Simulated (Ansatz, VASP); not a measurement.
One calculation of BP, two programs

The input INCAR:

```
PREC = Accurate
ENCUT = 520
EDIFF = 1E-6
ISMEAR = -1
SIGMA = 0.02
LREAL = False
LASPH = True
NELM = 60
ALGO = Normal
ISIF = 2
LWAVE = False
LCHARG = False
GGA = PE
NBANDS = 11
```

KPOINTS

```
Automatic mesh
0
Gamma
  10 10 10
```

Contents of POSCAR:

```
BP
1.0
    0.0000000000      2.2456325122      2.2775840145
    2.2456325122      0.0000000000      2.2775840145
    2.2456325122      2.2456325122      0.0000000000
B P
1 1
Direct
    0.0000000000      0.0000000000      0.0000000000
    0.2500000000      0.2500000000      0.2500000000
```

Input for Ansatz:

```yaml
crystal:
  lattice:
    - [0.0, 2.2456325122, 2.2775840145]
    - [2.2456325122, 0.0, 2.2775840145]
    - [2.2456325122, 2.2456325122, 0.0]
  atoms:
    - { symbol: B, position: [0.0, 0.0, 0.0] }
    - { symbol: P, position: [0.25, 0.25, 0.25] }
kpoints:
  mp_grid: { grid: [10, 10, 10] }
  band_path:
    path:
      - [0.0, 0.0, 0.0]
      - [-0.5, -0.5, 0.0]
      - [-0.375, -0.375, 0.25]
      - [-0.375, 0.0, 0.375]
      - [0.0, 0.0, 0.5]
      - [-0.5, -0.25, 0.25]
      - [0.0, 0.414062, 0.414062]
    npoints: 1
hamiltonian:
  xc: pbe
scf:
  occupations: { method: fermi_dirac, width: 0.02 }
  n_extra_bands: 4
output:
  forces: true
  stress: true
  eigenvalues: true
```

Change from the starting cell: epitaxial_xy strain -1.0%.

Alike in both runs: task single point; functional PBE; k mesh 10 × 10 × 10; occupations fermi-dirac, width 0.02 eV; no spin polarisation.

|  | VASP | Ansatz |
| --- | --- | --- |
| version | VASP 6.6.1 | Ansatz 0.2.0 |
| potentials or method | VASP PAW PBE potentials, release 64 (B, P) | plane waves, PAW |
| plane-wave cutoff (eV) | 520 | 420 |
| valence electrons in the cell | 8 | 8 |

|  | VASP | Ansatz | Ansatz less VASP |
| --- | --- | --- | --- |
| gap on the k mesh at the Fermi level (eV) | 1.11 | 1.11 | +0.004 |
| pressure (GPa) | 3.8 | 4.0 | +0.26 |
| largest component of the traceless stress (GPa) | 2.61 | 2.61 | -0.004 |

A k mesh can miss the band edges.
